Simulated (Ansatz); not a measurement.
Se:

```
Se
1.0
     4.36620    0.00000    0.00000
    -2.18310    3.78124    0.00000
     0.00000    0.00000    4.95360
Se
3
Direct
  0.77460 0.77460 0.00000
  0.00000 0.22540 0.66667
  0.22540 0.00000 0.33333
```

```yaml
Program: Ansatz 0.2.0
Task: relaxation of cell and atoms
Functional: PBE
Potentials_or_basis: Ansatz PAW
Cutoff: "420 eV (not typed: the program's choice for these potentials)"
k_mesh: 7 × 7 × 6
Occupations: fermi-dirac, width 0.05 eV
Spin: no spin polarisation
```

At the start: volume 27.26 Å³/atom.

Question: How do energy, volume and symmetry change on relaxing?

Answer: It ends after 7 steps and the volume is 29.77 Å³/atom (+9.2 %); space group P3_121 (No. 152, to 0.05 Å).

Step by step:
| step | energy change (eV) | largest force (eV/Å) | volume (Å³) |
| --- | --- | --- | --- |
| 1 | 0.0000 | 0.4013 | 81.78 |
| 2 | -0.0345 | 0.0077 | 89.26 |
| 3 | -0.0374 | 0.0153 | 88.23 |
| 4 | -0.0376 | 0.0096 | 88.31 |
| 5 | -0.0378 | 0.0015 | 88.75 |
| 6 | -0.0379 | 0.0003 | 89.32 |
| 7 | -0.0382 | 0.0000 | 89.32 |

Final structure:
```
Se
1.0
     4.52130    0.00000    0.00000
    -2.26065    3.91556    0.00000
     0.00000    0.00000    5.04519
Se
3
Direct
  0.78118 0.78118 0.00000
  0.00000 0.21882 0.66667
  0.21882 0.00000 0.33333
```

Caveat: the plane-wave basis is chosen anew once the cell has moved, so the energies of steps on either side of that aren't comparable.
